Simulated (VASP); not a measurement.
Consider the following.

```xyz
4
Lattice="1.3374 -2.3164 0.0000 1.3374 2.3164 0.0000 0.0000 0.0000 4.3427" Properties=species:S:1:pos:R:3 pbc="T T T"
Be     1.3374    -0.7721     2.1717
Be     1.3374     0.7721     0.0004
O      1.3374    -0.7721     3.8124
O      1.3374     0.7721     1.6411
```

Level of theory: PBEsol GGA, VASP's PBE PAW potentials (set 64) (plane waves; VASP). Numerical set-up: 600 eV cut-off, 10×10×6 Γ-centred mesh, Gaussian smearing of 0.050 eV, potentials Be O.

### Question
Estimate the energy per atom (σ→0), pressure.

### Answer

- energy per atom (σ→0): -715.1 kJ/mol of atoms
- pressure: 50.6 kbar

The compound is BeO in the wurtzite structure. It was relaxed first under an external pressure of 5 GPa.
